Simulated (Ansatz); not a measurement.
# TiSi2N4 monolayer in a perpendicular field, part 2 of 2

Aim: how the TiSi2N4 monolayer screens a field along its normal, and what the field does to its bands. A positive field points along +c.

Ansatz 0.2.0; plane-wave DFT, PBE-D3(BJ), Ansatz PAW (set soft_1); PAW set soft_1.

So far. Step 2 (Relaxation): The lattice constant a goes from 2.920 to 2.921 Å.

## 3. Single point, field 0

A sawtooth potential applies the field, turning back in the middle of the vacuum. With the dipole correction the typed value is the field outside the slab. The induced dipole is small, so the SCF threshold is tight.

The cell differs from the one that the last finished run ended in (c 45.043 → 24.872 Å).

input.yaml reads:

```yaml
crystal:
  lattice:
    - [2.9209636484, 0.0, 0.0]
    - [-1.4604818242, 2.529628723, 0.0]
    - [0.0, 0.0, 24.871991465]
  atoms:
    - { symbol: "N", position: [0.0, 0.0, 0.3618528099] }
    - { symbol: Si, position: [0.3333333333, 0.6666666667, 0.3825607442] }
    - { symbol: "N", position: [0.3333333333, 0.6666666667, 0.4527673659] }
    - { symbol: Ti, position: [0.0, 0.0, 0.5] }
    - { symbol: "N", position: [0.3333333333, 0.6666666667, 0.5472326341] }
    - { symbol: Si, position: [0.3333333333, 0.6666666667, 0.6174392558] }
    - { symbol: "N", position: [0.0, 0.0, 0.6381471901] }
kpoints:
  mp_grid: { grid: [18, 18, 1] }
  band_path:
    path: [[0, 0, 0], [0.5, 0, 0], [0.33333333, 0.33333333, 0], [0, 0, 0]]
    npoints: 16
hamiltonian:
  xc: pbe
  dispersion: d3bj
  pseudopotentials: { kind: paw, azcp: { folder: soft_1 } }
scf:
  occupations: { method: fermi_dirac, width: 0.02585 }
  convergence: { dr2_threshold: 1.0e-10 }
efield:
  axis: 3
  dipole_correction: true
  ramp_position: 0.97
  ramp_width: 0.06
  amplitude: 0
output:
  dos: { projected: true, e_range: [-6, 5] }
  write_potential: true
  write_density: true
  volumetric_format: npy
  elf: true
```

On the command line:

```
> ansatz run input.yaml --threads 2 --pin off --max-ram 3072MiB --backend cpu --events-out ev --progress --plain --runs-dir out
```

Numbers of over 12 decimals in the logs are rounded to 6 here.

The log of the run:

```text
[...]
Crystal: 7 atoms, lattice volume = 183.778 Å³
Basis set: ecut = 420 eV, 3551 PW (Γ)
Bands: 27, of which v1, the nominal top of the filled ones, is band 20 counted from 1 (19 counted from 0)
Symmetry: 6 space group operations
k-points: 37 of 324 (time reversal used)
[...]
SCF iter   1: F=—  HF=-5325.357818 eV  |F-HF|=—  |Δ(HF+E_count)|=         —  Δρ=1.28e-1  dr2=3.38e1  ethr=3.10e-3  p=0.000 e·Å  D=6.21e-14 V/Å  ΔV_dip=-0.00 eV  dr2_dipole=4.45e-9  V_vac-E_F(+/−)=9.80/9.80 eV  ⟨swp⟩=9.9  Hψ=6613  notcnv=0
efield: sawtooth ramp at fractional position 0.9700 (set: `efield.ramp_position`, or a place that a band, a saddle search or an elastic batch's reference lends), width 0.0600; the density the first Hamiltonian is built on has a dipole p = 0.000 e·Å; the dipole correction subtracts the counter field D = 6.21e-14 V/Å, which shifts the + side's vacuum level by -0.00 eV against the − side's; the planar-averaged density in the ramp window peaks in size at 1.6e-6 e/Å³
[...]
SCF iter   2: F=—  HF=-5328.105049 eV  |F-HF|=—  |Δ(HF+E_count)|=    2.75e0  Δρ=2.44e-1  dr2=2.08e2  ethr=3.10e-3  p=-0.000 e·Å  D=-4.68e-5 V/Å  ΔV_dip=0.00 eV  dr2_dipole=1.03e-5  V_vac-E_F(+/−)=7.87/7.87 eV  ⟨swp⟩=5.1  Hψ=3489  notcnv=0  defer=79  recentre
[...]
SCF iter  17: F=-5316.224931 eV  HF=-5316.224931 eV  |F-HF|=2.36e-11  |Δ(HF+E_count)|=  7.82e-11  Δρ=9.57e-8  dr2=2.42e-11  ethr=1.00e-12  p=0.000 e·Å  D=3.21e-7 V/Å  ΔV_dip=-0.00 eV  dr2_dipole=5.16e-12  V_vac-E_F(+/−)=6.00/6.00 eV  ⟨swp⟩=12.8  Hψ=4348  notcnv=0
SCF 1 converged in 17 iterations: F = -5316.224931 eV  dr2 = 2.42e-11
[...]
NSCF: frozen V_eff on 49 k-points
efield: sawtooth ramp at fractional position 0.9700 (kept from the solve that this one continues, or follows in the run), width 0.0600; the density the first Hamiltonian is built on has a dipole p = 0.000 e·Å; the dipole correction subtracts the counter field D = 3.21e-7 V/Å, which shifts the + side's vacuum level by -0.00 eV against the − side's; the planar-averaged density in the ramp window peaks in size at 1.4e-6 e/Å³
[...]
SCF converged after 17 iterations
Free energy (F): -5316.224931 eV
[...]
Internal energy: -5316.224931 eV  (E = F + TS)
E sigma→0 (E₀):  -5316.224931 eV
Fermi energy:    0.291238 eV
Dipole field:    D = -0.000003 V/Å  (p = -0.000003 e·Å, saw-weighted, corrected)
Work function:   Φ+ = 5.9959 eV   Φ− = 5.9958 eV
Levels:          The Fermi level and band energies are counted from a zero that moves with the ramp; work functions are not
[...]
--- Band table (eV; the first three rows and the last of 37) ---
  k-point 0: bands = [... 16 lower, -2.0978, -0.9567, -0.8192, -0.8192, 2.0146, 4.0718, 4.0718, 4.1769, ... 3 higher]
  k-point 1: bands = [... 16 lower, -2.0581, -1.0266, -0.8753, -0.7772, 1.9941, 4.0045, 4.0481, 4.1385, ... 3 higher]
  k-point 2: bands = [... 16 lower, -1.9448, -1.1913, -1.0292, -0.7604, 1.8764, 3.9206, 3.9327, 4.1063, ... 3 higher]
  k-point 36: bands = [... 16 lower, -3.0875, -2.7149, -1.0129, -0.3604, 1.4795, 2.9780, 4.3093, 4.7138, ... 3 higher]
```

It took 22 s on 2 threads of Arm Neoverse V2, shared host; peak memory 0.49 GiB.

Reading the cycles: dr2 is the Hartree energy of the density residual (eV), the measure of convergence; HF is the Harris–Foulkes estimate of the energy, which meets the free energy F at convergence.

Numbers from this step:

```
gap on the k-mesh                  : 1.367 eV
dipole along the normal            : -2.91e-6 e·Å
gap along the path                 : 1.368 eV
smallest direct gap along the path : 1.824 eV
ionisation energy, upper face      : 6.648 eV
electron affinity, upper face      : 5.280 eV
gap, the smaller of path and mesh  : 1.367 eV
```

Running mean over a fixed 2.6 Å (it still follows the layers) of the planar mean; the ramp of the sawtooth is left out. Electron's electrostatic potential energy less the Fermi level against z:

| z (Å) | electron's electrostatic potential energy less the Fermi level (eV) |
| --- | --- |
| 3.5 | 6.00 |
| 4.0 | 6.00 |
| 4.5 | 6.00 |
| 5.0 | 6.00 |
| 5.5 | 5.99 |
| 6.0 | 5.98 |
| 6.5 | 5.91 |
| 7.0 | 5.53 |
| 7.5 | 3.61 |
| 8.0 | -0.547 |
| 8.5 | -4.25 |
| 9.0 | -6.62 |
| 9.5 | -7.56 |
| 10.0 | -8.24 |
| 10.5 | -7.09 |
| 11.0 | -6.50 |
| 11.5 | -7.48 |
| 12.0 | -9.12 |
| 12.5 | -9.77 |
| 13.0 | -8.72 |
| 13.5 | -7.14 |
| 14.0 | -6.44 |
| 14.5 | -7.51 |
| 15.0 | -8.19 |
| 15.5 | -7.33 |
| 16.0 | -6.20 |
| 16.5 | -3.41 |
| 17.0 | 0.586 |
| 17.5 | 4.35 |
| 18.0 | 5.69 |
| 18.5 | 5.94 |
| 19.0 | 5.98 |
| 19.5 | 5.99 |
| 20.0 | 6.00 |
| 20.5 | 6.00 |
| 21.0 | 6.00 |
| 21.5 | 6.00 |

The density of states has structure finer than the step of the table below, so its rows give means over 0.2 eV, whole bins alone (the curve runs from -6 to 2.71 eV). Peaks (eV: height): -4.92: 8.95, -4.76: 10.8, -4.51: 12.4, -2.36: 7.48, -1.53: 7.05, -1.37: 12.2, 0.73: 11.0.

Density of states against energy, zero at the Fermi level of the run, which the smearing sets inside the gap; means over each step:

energy (eV), density of states (states/eV a cell) and a bar:
```
     -5.8        3.0 ############
     -5.6        2.4 ##########
     -5.4        2.4 ##########
     -5.2        3.6 ###############
     -5.0        3.8 ################
     -4.8        4.7 ###################
     -4.6        5.8 #######################
     -4.4        7.2 #############################
     -4.2        3.1 #############
     -4.0        2.3 #########
     -3.8        2.2 #########
     -3.6        3.1 #############
     -3.4        2.7 ###########
     -3.2        2.0 ########
     -3.0        1.9 ########
     -2.8        2.7 ###########
     -2.6        3.6 ###############
     -2.4        5.7 #######################
     -2.2        4.4 ##################
     -2.0        3.9 ################
     -1.8        3.6 ###############
     -1.6        5.3 ######################
     -1.4        7.4 ##############################
     -1.2        4.4 ##################
     -1.0        2.0 ########
     -0.8        0.9 ####
     -0.6        0.1 #
     -0.4        0.0 
     -0.2        0.0 
      0.0        0.0 
      0.2        0.0 
      0.4        0.0 
      0.6        0.0 
      0.8        6.2 #########################
      1.0        2.1 #########
      1.2        0.9 ####
      1.4        0.5 ##
      1.6        0.5 ##
      1.8        0.1 
      2.0        0.0 
      2.2        0.0 
      2.4        0.0 
      2.6        0.0
```

Projected DOS per atom over height of the atomic layer and energy from the Fermi level. Layers: N Si N Ti N Si N from below.

Values in states/eV, 22 rows by 7 columns, each cell a mean:
```
0.00 0.00 0.00 0.01 0.00 0.00 0.00
0.00 0.00 0.00 0.00 0.00 0.00 0.00
0.01 0.01 0.01 0.21 0.01 0.01 0.01
0.01 0.01 0.03 0.50 0.03 0.01 0.01
0.05 0.03 0.15 3.02 0.15 0.03 0.05
0.01 0.01 0.03 0.51 0.03 0.01 0.01
0.00 0.00 0.00 0.00 0.00 0.00 0.00
0.00 0.00 0.00 0.00 0.00 0.00 0.00
0.10 0.00 0.09 0.01 0.09 0.00 0.10
0.42 0.01 0.75 0.17 0.75 0.01 0.42
1.22 0.04 1.73 0.75 1.73 0.04 1.22
0.50 0.03 1.00 0.65 1.00 0.03 0.50
0.76 0.07 1.12 0.83 1.12 0.07 0.76
0.51 0.10 0.90 0.56 0.90 0.10 0.51
0.22 0.04 0.53 0.41 0.53 0.04 0.22
0.59 0.10 0.50 0.44 0.50 0.10 0.59
0.57 0.12 0.32 0.26 0.32 0.12 0.57
0.84 0.22 0.65 0.39 0.65 0.22 0.84
1.34 0.47 1.02 0.58 1.02 0.47 1.34
0.67 0.30 0.62 0.29 0.62 0.30 0.67
0.53 0.26 0.42 0.26 0.42 0.26 0.53
0.61 0.35 0.55 0.33 0.55 0.35 0.61
```
Columns: height of the atomic layer (Å) from 9 to 15.9 (not evenly spaced); rows upwards: energy from the Fermi level (eV) from -5.96 to 2.68.

The electronic bands at the labelled points (eV, zero at the Fermi level of the run, which the smearing sets inside the gap):

| point | band 17 | band 18 | band 19 | band 20 | band 21 | band 22 | band 23 | band 24 |
| --- | --- | --- | --- | --- | --- | --- | --- | --- |
| Γ | -2.39 | -1.25 | -1.11 | -1.11 | 1.72 | 3.78 | 3.78 | 3.89 |
| halfway | -2.17 | -1.90 | -1.74 | -1.28 | 0.95 | 3.53 | 3.62 | 3.84 |
| M | -2.52 | -1.78 | -1.64 | -1.12 | 0.73 | 3.10 | 3.43 | 3.53 |
| halfway | -2.58 | -2.31 | -1.38 | -1.02 | 0.91 | 3.12 | 3.91 | 4.12 |
| K | -3.38 | -3.01 | -1.30 | -0.65 | 1.19 | 2.69 | 4.02 | 4.42 |
| halfway | -2.37 | -1.73 | -1.48 | -1.42 | 0.83 | 3.49 | 3.72 | 3.90 |
| Γ | -2.39 | -1.25 | -1.11 | -1.11 | 1.72 | 3.78 | 3.78 | 3.89 |

Valence density in the ca plane at fractional y = 0.667, with atoms of Si and N within 0.2 Å of it. It is the smooth field of the valence electrons, not physical close to the nuclei.

Ten steps, logarithmic in the rise over the least value, from '0' (0.0 e/Å³) to '9' (3.4 e/Å³), each cell a mean:
```
00000000000000000013566543334456544333456642
00000000000000000013566543334456544333456643
00000000000000000013456544456555556544556542
00000000000000000012455555788755678865455532
00000000000000000012344357899865799986434432
00000000000000000012344357899865799986434432
00000000000000000012455456788755688875455532
00000000000000000013456544566555566544556542
```
Columns run along c (16.0 Å, from fractional 0.05 to 0.69 of the cell), rows up along a (2.9 Å). Atoms in or near the plane, at fractional coordinates: Si at (0.38, 0.33), N at (0.45, 0.33), N at (0.55, 0.33), Si at (0.62, 0.33).

ELF in the ca plane at fractional y = 0.667, with atoms of Si and N within 0.2 Å of it. It is the smooth field of the valence electrons, not physical close to the nuclei.

Ten even steps from '0' (0.00) to '9' (0.86), each cell a mean:
```
00000000000000000135788631122122112111478775
00000000000000000135788631111122112111478775
00000000000000000024688633467411257642478763
00000000000000000012465336889841598886345531
00000000000000000001222349954852773698332221
00000000000000000001222349943852772698332220
00000000000000000002454337988841698886235531
00000000000000000024688633578511268743478753
```
Columns run along c (16.0 Å, from fractional 0.05 to 0.69 of the cell), rows up along a (2.9 Å). Atoms in or near the plane, at fractional coordinates: Si at (0.38, 0.33), N at (0.45, 0.33), N at (0.55, 0.33), Si at (0.62, 0.33).

Electrostatic potential energy in the ca plane at fractional y = 0.667, with atoms of Si and N within 0.2 Å of it. With pseudopotentials it is smooth inside the atoms' cores, unlike the true potential.

Values in eV, 5 rows by 16 columns, each cell a mean:
```
  6   6   6   6   4  -2   1   2 -15  -6   3  -1   0   6   6   6
  6   6   6   6   4  -7  -3   1  -8  -4   1  -8  -2   5   6   6
  6   6   6   6   1 -27 -21 -28  -6 -18 -19 -29 -17   4   6   6
  6   6   6   6   0 -24 -23 -35  -8 -23 -25 -24 -20   4   6   6
  6   6   6   6   3 -16  -9  -5  -5  -5  -3 -18  -6   5   6   6
```
Columns run along c (16.0 Å, from fractional 0.15 to 0.80 of the cell; values clipped at the 3rd and 97th percentile), rows up along a (2.9 Å). Atoms in or near the plane, at fractional coordinates: Si at (0.38, 0.33), N at (0.45, 0.33), N at (0.55, 0.33), Si at (0.62, 0.33).

The gap is 1.37 eV, with the valence edge 6.65 eV and the conduction edge 5.28 eV under the upper vacuum level.

## 4. Atoms held, field 0.1 V/Å

Edit input.yaml of step 3 so:

```diff
@@ -28,7 +28,6 @@
   dipole_correction: true
-  ramp_position: 0.97
-  ramp_width: 0.06
-  amplitude: 0
+  ramp_position: 0.9361
+  ramp_width: 0.1279
+  amplitude: 0.1
 output:
-  dos: { projected: true, e_range: [-6, 5] }
   write_potential: true
@@ -36,2 +35 @@
   volumetric_format: npy
-  elf: true
```

The log of the run:

```text
[...]
Crystal: 7 atoms, lattice volume = 183.778 Å³
Basis set: ecut = 420 eV, 3551 PW (Γ)
Bands: 27, of which v1, the nominal top of the filled ones, is band 20 counted from 1 (19 counted from 0)
Symmetry: 6 space group operations
k-points: 37 of 324 (time reversal used)
[...]
k-point 0: bands = [... 16 lower, -2.0980, -0.9566, -0.8195, -0.8195, 2.0142, 4.0715, 4.0715, 4.1767, ... 3 higher]
  k-point 1: bands = [... 16 lower, -2.0583, -1.0266, -0.8755, -0.7773, 1.9938, 4.0026, 4.0487, 4.1377, ... 3 higher]
  k-point 2: bands = [... 16 lower, -1.9451, -1.1913, -1.0294, -0.7605, 1.8762, 3.9139, 3.9381, 4.1060, ... 3 higher]
  k-point 36: bands = [... 16 lower, -3.0876, -2.7151, -1.0143, -0.3594, 1.4792, 2.9778, 4.3088, 4.7135, ... 3 higher]
[key lines of the parts left out:]
SCF converged after 18 iterations
Free energy (F): -5316.226541 eV
Fermi energy:    0.291646 eV
Dipole field:    D = 0.031716 V/Å  (p = 0.032211 e·Å, saw-weighted, corrected)
```

Wall time 20 s (2 threads); peak memory 0.47 GiB.

The dipole is 0.0322 e·Å, and the gap 1.365 eV.

## 5. Atoms held, field -0.1 V/Å

Edit input.yaml of step 4 so:

```diff
@@ -30,3 +30,3 @@
   ramp_width: 0.1279
-  amplitude: 0.1
+  amplitude: -0.1
 output:
```

The log of the run:

```text
[...]
Crystal: 7 atoms, lattice volume = 183.778 Å³
Basis set: ecut = 420 eV, 3551 PW (Γ)
Bands: 27, of which v1, the nominal top of the filled ones, is band 20 counted from 1 (19 counted from 0)
Symmetry: 6 space group operations
k-points: 37 of 324 (time reversal used)
[...]
k-point 0: bands = [... 16 lower, -2.0979, -0.9564, -0.8193, -0.8193, 2.0144, 4.0716, 4.0716, 4.1769, ... 3 higher]
  k-point 1: bands = [... 16 lower, -2.0581, -1.0264, -0.8753, -0.7772, 1.9940, 4.0028, 4.0489, 4.1379, ... 3 higher]
  k-point 2: bands = [... 16 lower, -1.9449, -1.1912, -1.0293, -0.7603, 1.8763, 3.9141, 3.9383, 4.1061, ... 3 higher]
  k-point 36: bands = [... 16 lower, -3.0875, -2.7150, -1.0142, -0.3592, 1.4794, 2.9780, 4.3089, 4.7136, ... 3 higher]
[key lines of the parts left out:]
SCF converged after 18 iterations
Free energy (F): -5316.226541 eV
Fermi energy:    0.291816 eV
Dipole field:    D = -0.031715 V/Å  (p = -0.032210 e·Å, saw-weighted, corrected)
```

Run time: 20 s. Hardware: 2 threads; peak memory 0.47 GiB.

The dipole is -0.0322 e·Å, and the gap 1.365 eV.

## 6. Response, atoms held

This step: plane-wave DFT, PBE-D3(BJ), Ansatz PAW (set soft_1); response to a field along the normal, atoms held; PAW set soft_1 (Ansatz 0.2.0).

The dipoles give the slope, and the difference of two potentials shows where the field is screened.

This step gave:

| Item | Value |
| --- | --- |
| equivalent conductor thickness p/(ε₀AE) | 7.888 Å |
| distance between the outer atoms | 6.872 Å |

The dipole of the cell by applied field:

| applied field (V/Å) | dipole of the cell (e·Å) |
| --- | --- |
| -0.1000 | -0.0322 |
| 0.0000 | -2.9e-6 |
| 0.1000 | 0.0322 |

Local field over the applied field, running mean. From the potentials at -0.1 and 0.1 V/Å; running mean over 2.5 Å. The local field over applied field by z:

z (Å), local field over applied field and a bar:
```
      4.5      1.000 ##############################
      5.0      0.998 ##############################
      5.5      0.994 ##############################
      6.0      0.982 #############################
      6.5      0.948 ############################
      7.0      0.864 ##########################
      7.5      0.721 #####################
      8.0      0.555 ################
      8.5      0.392 ###########
      9.0      0.271 #######
      9.5      0.191 #####
     10.0      0.156 ###
     10.5      0.130 ###
     11.0      0.115 ##
     11.5      0.090 #
     12.0      0.059 
     12.5      0.046 
     13.0      0.066 #
     13.5      0.098 ##
     14.0      0.119 ##
     14.5      0.137 ###
     15.0      0.163 ####
     15.5      0.207 #####
     16.0      0.298 ########
     16.5      0.431 ############
     17.0      0.598 #################
     17.5      0.762 #######################
     18.0      0.892 ###########################
     18.5      0.960 #############################
     19.0      0.987 ##############################
     19.5      0.996 ##############################
     20.0      0.999 ##############################
     20.5      1.000 ##############################
```

The induced electron density oscillates, so the rows of the table below give means over windows of 0.5 Å about each position, cut where the curve ends. Its maxima inside the range that stand out by 2 % of the span (Å: e/Å³ per V/Å): 8.15: 0.00388, 9.12: 0.00113, 10.50: 0.00129, 11.33: 0.00153, 12.85: 0.00124, 13.96: -4.7e-4, 15.20: 0.00175, 16.03: -3.7e-4. Its minima: 8.84: 3.7e-4, 9.67: -0.00175, 10.92: 4.7e-4, 12.02: -0.00124, 13.54: -0.00153, 14.37: -0.00129, 15.75: -0.00113, 16.72: -0.00388.

Electrons, planar mean, per unit field. The induced electron density by z; means over each step:

z (Å), induced electron density (e/Å³ per V/Å) and a bar from the least value:
```
      4.5    0.00000 ###############
      5.0    0.00001 ###############
      5.5    0.00002 ###############
      6.0    0.00008 ###############
      6.5    0.00025 ################
      7.0    0.00074 ##################
      7.5    0.00186 #######################
      8.0    0.00346 ##############################
      8.5    0.00262 ##########################
      9.0    0.00077 ##################
      9.5   -0.00070 ###########
     10.0   -0.00064 ############
     10.5    0.00109 ###################
     11.0    0.00076 ##################
     11.5    0.00070 ##################
     12.0   -0.00099 ##########
     12.5    0.00020 ###############
     13.0    0.00085 ##################
     13.5   -0.00103 ##########
     14.0   -0.00075 ###########
     14.5   -0.00091 ##########
     15.0    0.00114 ####################
     15.5    0.00002 ###############
     16.0   -0.00086 ###########
     16.5   -0.00324 
     17.0   -0.00311 #
     17.5   -0.00150 ########
     18.0   -0.00057 ############
     18.5   -0.00019 ##############
     19.0   -0.00006 ##############
     19.5   -0.00002 ##############
     20.0    0.00000 ##############
     20.5    0.00000 ##############
```

The smaller of the gaps on the path and on the k-mesh, counted as 0 under 0.03 eV. The gap stays at 1.37 eV for applied field from -0.1 to 0.1 V/Å.

By hand: between -0.1 and 0.1 V/Å the dipole changes by 0.06442 e·Å, a slope of 0.3221 e·Å²/V. A perfect conductor of thickness t has p = ε₀AEt, so t = 180.95 × 0.3221 / 7.389 = 7.89 Å (e/ε₀ = 180.95 V·Å, A in Å²).

The induced dipole is that of a conductor 7.89 Å thick.

## 7. Results

| Item | Value |
| --- | --- |
| gap without field | 1.37 eV |
| ionisation energy, upper face | 6.65 eV |
| electron affinity, upper face | 5.28 eV |
| equivalent conductor thickness, atoms held | 7.89 Å |

The induced dipole equals that of a perfect conductor 7.89 Å thick, while the outer atoms lie 6.87 Å apart; an out-of-plane ε follows only once a thickness t is chosen, by 1 − 1/ε = 7.89 Å / t. The gap stays within 0.01 eV of 1.37 eV over the fields run, up to 0.1 V/Å in size. Semilocal functionals give gaps that are too small, and excitons are not included. The outer anions sit over the metal atoms, one of several polytypes of such layers and not the lowest for every compound.

[Logs are printed without paths, hosts, clocks, repeated set-up lines and the standing remarks that a program may print on its own settings, such as how far it seeks lower states.]

[Hosts, paths, dates, database ids (printed as entryN), source tags and the programs' standing remarks are cut or masked in the printed files.]

[Maps of the electrostatic potential energy from Ansatz leave out the sawtooth potential of an applied field or a dipole correction, so their vacuum need not be flat; planar profiles and work functions include it.]

[The density of states shown here was stored with 400 of the rows of the run's finer table, so its peaks can read low, often by over a quarter, or be missed, and its means over a window can be off by a tenth or more.]
